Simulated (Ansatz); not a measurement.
# MoSe₂ (P6_3/mmc)

Method: DFT PBE+D3(BJ), scalar-relativistic, plane waves, PAW (Ansatz).

Plane waves to 420 eV, a k mesh through Γ of 12×12×2 on the computed 6-atom cell and Gaussian smearing (0.02 eV); no spin polarisation.

The structure is relaxed at this level of theory with its symmetry kept.

```xyz
6
Lattice="3.2762 0.0000 0.0000 -1.6381 2.8373 0.0000 0.0000 0.0000 12.7318" Properties=species:S:1:pos:R:3 pbc="T T T"
Mo    0.0000    1.8915    3.1829
Mo    1.6381    0.9458    9.5488
Se    0.0000    1.8915    7.8743
Se    1.6381    0.9458    1.5084
Se    0.0000    1.8915   11.2234
Se    1.6381    0.9458    4.8575
```

Kohn–Sham band gap?

0.74 eV, indirect from Γ to (0.182, 0.185, 0.000).

Löwdin character of the top 1 eV of the valence band?

Mo 4d 58 %, Se 4p 38 %.

Löwdin character of the lowest 1 eV of the conduction band?

Mo 4d 67 %, Se 4p 27 %.

Electron masses at the edge by Cartesian direction of the standard setting (m_e; degenerate bands sorted by energy; no spin-orbit coupling)?

x: 0.60; y: 0.51; z: 0.47.

Hole masses at the edge by Cartesian direction of the standard setting (m_e; degenerate bands sorted by energy; no spin-orbit coupling)?

x: 0.75; y: 0.75; z: 1.6.

Electronic dielectric constant xx, yy, zz of the standard setting (independent particles)?

17.9, 17.9, 12.4.

Bader charges (e)?

Mo (2 in the cell) 0.96, Se (4 in the cell) -0.48.

A ferromagnetic start lost its moments in a first run, so spin was left out; other magnetic orders weren't tried.